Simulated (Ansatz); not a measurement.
The cell is a 3-atom cell of TiO2 built on the cubic fluorite structure (relaxed group Fm-3m); cell and atoms were relaxed with r2SCAN. It is cubic, Fm-3m (No. 225); a = 4.794 Å in the conventional setting, 9.18 Å³ an atom. Around Ti lie 8 O at 2.08 Å; around O lie 4 Ti at 2.08 Å.

```
Ti O
1.0
     0.00000    2.39683    2.39683
     2.39683    0.00000    2.39683
     2.39683    2.39683    0.00000
Ti O
1 2
Cartesian
  0.0000 0.0000 0.0000
  3.5952 3.5952 3.5952
  1.1984 1.1984 1.1984
```

4 runs of Ansatz on this cell differ in the functional (and in the settings that go with it). Levels are in eV from each run's valence top; v1 is the last filled band, c1 the first empty one.

Run A, mean stress 0.0 GPa (compression positive):
```tsv
point	v2	v1	c1	c2
Γ	-0.91	-0.91	1.51	1.51
X	-2.15	0.00	2.21	2.21
U	-1.96	-0.46	2.21	2.34
```

Run B, mean stress -3.9 GPa (compression positive):
```tsv
point	v2	v1	c1	c2
Γ	-1.00	-1.00	2.63	2.63
X	-2.34	0.00	3.35	3.49
U	-2.16	-0.49	3.36	3.60
```

Run C, mean stress +5.9 GPa (compression positive):
```tsv
point	v2	v1	c1	c2
Γ	-0.87	-0.87	1.14	1.14
X	-2.11	0.00	1.85	1.86
U	-1.92	-0.45	1.89	1.99
```

Run D, mean stress -4.0 GPa (compression positive):
```tsv
point	v2	v1	c1	c2
Γ	-1.02	-1.02	3.35	3.35
X	-2.38	0.00	4.09	4.23
U	-2.20	-0.49	4.09	4.35
```

**Question.** Match the runs to PBE, r2SCAN, HSE06, PBE0.

**Answer.** A is r2SCAN, B is HSE06, C is PBE, D is PBE0. In order of the gap: PBE 1.14, r2SCAN 1.51, HSE06 2.63, PBE0 3.35 eV. The stress vanishes for r2SCAN, which relaxed the cell.

The calculation is spin-unpolarised, and the structure need not be a phase that has been made.

The program warns that its thresholds are loose for a hybrid's stress.

The meshes of the hybrids are coarse, so their gaps aren't converged to the digits shown.
